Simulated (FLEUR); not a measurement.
# Ru (P6_3/mmc) in FLEUR: further runs, part 2 of 2

FLEUR MaX-R8.1 (later development tree).

## (5) Equation of state, PBEsol, 13.57 Å³/atom

Input file inp.xml:

```xml
<?xml version="1.0" encoding="UTF-8" standalone="no"?>
<fleurInput fleurInputVersion="0.39">
   <comment>
      Ru                                                                                                  
   </comment>
   <calculationSetup>
      <cutoffs Kmax="3.82" Gmax="11.8" GmaxXC="11.8" numbands="0"/>
      <scfLoop itmax="60" minDistance="0.00001" maxIterBroyd="15" imix="Anderson" alpha="0.05" precondParam="0.0" spinf="2.0" sdNocoIR="T"/>
      <coreElectrons ctail="T" frcor="F" kcrel="0" coretail_lmax="0"/>
      <xcFunctional name="PBEs" relativisticCorrections="F"/>
      <magnetism jspins="1"/>
      <soc l_soc="F" theta="0.0" phi="0.0" spav="F"/>
      <expertModes spex="0" secvar="F"/>
      <geometryOptimization l_f="F" forcealpha="1.0" forcemix="BFGS" epsdisp="0.00001" epsforce="0.00001"/>
      <ldaU l_linMix="F" mixParam="0.05" spinf="1.0"/>
   </calculationSetup>
   <cell>
      <bzIntegration valenceElectrons="32.0" mode="hist" fermiSmearingEnergy="0.00183747">
         <kPointListSelection listName="default-1"/>
         <!-- k-points included here -->
         <xi:include xmlns:xi="http://www.w3.org/2001/XInclude" href="kpts.xml"> </xi:include>
      </bzIntegration>
      <!-- symmetry operations included here -->
      <xi:include xmlns:xi="http://www.w3.org/2001/XInclude" href="sym.xml"> </xi:include>
      <bulkLattice scale="1.0000000000">
         <bravaisMatrix>
            <row-1>    5.1132209479426800     0.0000000000000000     0.0000000000000000</row-1>
            <row-2>   -2.5566104739713400     4.4281792361568231     0.0000000000000000</row-2>
            <row-3>    0.0000000000000000     0.0000000000000000     8.0916182929247409</row-3>
         </bravaisMatrix>
      </bulkLattice>
   </cell>
   <atomSpecies>
      <species name="Ruthenium (Ru)" element="Ru" atomicNumber="44">
         <mtSphere radius="2.25" gridPoints="767" logIncrement="0.017"/>
         <atomicCutoffs lmax="9" lnonsphr="7"/>
         <electronConfig flipSpins="F">
            <coreConfig>(1s1/2) (2s1/2) (2p1/2) (2p3/2) (3s1/2) (3p1/2) (3p3/2) (3d3/2) (3d5/2)</coreConfig>
            <valenceConfig>(4s1/2) (4p1/2) (4p3/2) (5s1/2) (4d3/2) (4d5/2)</valenceConfig>
            <stateOccupation state="(5s1/2)" spinUp="0.500000" spinDown="0.500000"/>
            <stateOccupation state="(4d3/2)" spinUp="1.400000" spinDown="1.400000"/>
            <stateOccupation state="(4d5/2)" spinUp="2.100000" spinDown="2.100000"/>
         </electronConfig>
         <energyParameters s="5" p="5" d="4" f="4"/>
         <lo type="SCLO" l="0" n="4" eDeriv="0"/>
         <lo type="SCLO" l="1" n="4" eDeriv="0"/>
         <lo type="SCLO" l="1" n="4" eDeriv="1"/>
         <lo type="SCLO" l="2" n="4" eDeriv="2"/>
         <lo type="SCLO" l="3" n="4" eDeriv="2"/>
      </species>
   </atomSpecies>
   <atomGroups>
      <atomGroup species="Ruthenium (Ru)">
         <relPos label="                   1">-1.000/3.000 1.000/3.000 -1.000/4.000</relPos>
         <relPos label="                   2">1.000/3.000 -1.000/3.000 1.000/4.000</relPos>
         <force calculate="T" relaxXYZ="TTT"/>
      </atomGroup>
   </atomGroups>
   <output dos="F" band="F" slice="F">
      <checks vchk="F" cdinf="F"/>
      <bandDOS minEnergy="-.5*Htr" maxEnergy="0.5*Htr" sigma="0.015" storeEVData="T"/>
      <vacuumDOS vacdos="F" integ="F" star="F" nstars="0" locx1="0.0" locy1="0.0" locx2="0.0" locy2="0.0" nstm="0" tworkf="0.0"/>
      <unfoldingBand unfoldBand="F" supercellX="1" supercellY="1" supercellZ="1"/>
      <plotting iplot="0" polar="F">
         <plot TwoD="T" vec1="  1.0  0.0  0.0" vec2="  0.0  1.0  0.0" vec3="  0.0  0.0  1.0" zero="  0.0  0.0  0.0" file="plot"/>
      </plotting>
      <chargeDensitySlicing numkpt="0" minEigenval="0.0" maxEigenval="0.0" nnne="0" pallst="F"/>
      <specialOutput eonly="F"/>
      <moessbauerParams electricFieldGradient="T" isomerShift="T" coreHyperfine="T" valenceHyperfine="T"/>
      <magneticCircularDichroism mcd="F" energyLo="-10.0" energyUp="0.0"/>
   </output>
  <!-- We include the file relax.xml here to enable relaxations (see documentation) -->
  <xi:include xmlns:xi="http://www.w3.org/2001/XInclude" href="relax.xml"> <xi:fallback/> </xi:include>
</fleurInput>
```

Launch:

```console
$ inpgen -f crystal.txt -profile fastHighL
$ # inp.xml edited to the form shown
$ fleur_MPI
```

Wall time 20 s (1 thread of Arm Neoverse V1, shared host); peak memory 0.09 GiB.

Results (log left out):

| Property | Result |
| --- | --- |
| Free energy | -246511.9164 eV |
| Band gap on the k mesh | none (metal or under the smearing width) |
| Valence electrons inside the program's atomic spheres | Ru 13.86 (radii Ru 2.25 bohr) |

Caveat: the plane-wave cutoff is short for the semicore states, which can make moduli rough.

## (6) Equation of state, PBEsol, 14.12 Å³/atom (volume scaled by 1.04)

inp.xml: that of step 5 with these lines changed.

```diff
@@ -24,3 +24,3 @@
       <xi:include xmlns:xi="http://www.w3.org/2001/XInclude" href="sym.xml"> </xi:include>
-      <bulkLattice scale="1.0000000000">
+      <bulkLattice scale="1.0131594038">
          <bravaisMatrix>
```

Potentials or basis: all-electron, FLAPW.

Launch:

```console
$ inpgen -f crystal.txt -profile fastHighL
$ # inp.xml edited to the form shown
$ fleur_MPI
```

Run time: 21 s. Hardware: 1 thread of Arm Neoverse V1, shared host; peak memory 0.09 GiB.

It converged, with:

```yaml
Free_energy: -246511.8316 eV
Band_gap_on_the_k_mesh: none (metal or under the smearing width)
Valence_electrons_inside_the_program's_atomic_spheres: Ru 13.80 (radii Ru 2.25 bohr)
```

Caveat: the plane-wave cutoff is short for the semicore states, which can make moduli rough.

## (7) Equation of state, PBEsol, 14.39 Å³/atom (volume scaled by 1.06)

inp.xml: that of step 6 with these lines changed.

```diff
@@ -24,3 +24,3 @@
       <xi:include xmlns:xi="http://www.w3.org/2001/XInclude" href="sym.xml"> </xi:include>
-      <bulkLattice scale="1.0131594038">
+      <bulkLattice scale="1.0196128224">
          <bravaisMatrix>
```

Launch:

```console
$ inpgen -f crystal.txt -profile fastHighL
$ # inp.xml edited to the form shown
$ fleur_MPI
```

Wall time 22 s (1 thread of Arm Neoverse V1, shared host); peak memory 0.09 GiB.

The run converged. Its results:

```
Free energy                                           : -246511.7622 eV
Band gap on the k mesh                                : none (metal or under the smearing width)
Valence electrons inside the program's atomic spheres : Ru 13.77 (radii Ru 2.25 bohr)
```

Caveat: the plane-wave cutoff is short for the semicore states, which can make moduli rough.

## (8) Equation of state, PBEsol

No new run: the results of the series are fitted here.

Results:

| Quantity | Value |
| --- | --- |
| Equilibrium volume | 13.30 Å³/atom |
| Bulk modulus at fixed shape and positions | 352 GPa |

Energy against volume, from the lowest point:
```tsv
volume (Å³/atom)	energy (meV/atom)
12.760	20.74
13.032	0.41
13.575	0.00
14.118	42.41
14.389	77.12
```

Caveat: the plane-wave cutoff is short for the semicore states, which can make moduli rough; the cell was scaled at fixed shape and fractional positions, which overstates the stiffness of a crystal with free parameters, most of all of layers and chains.
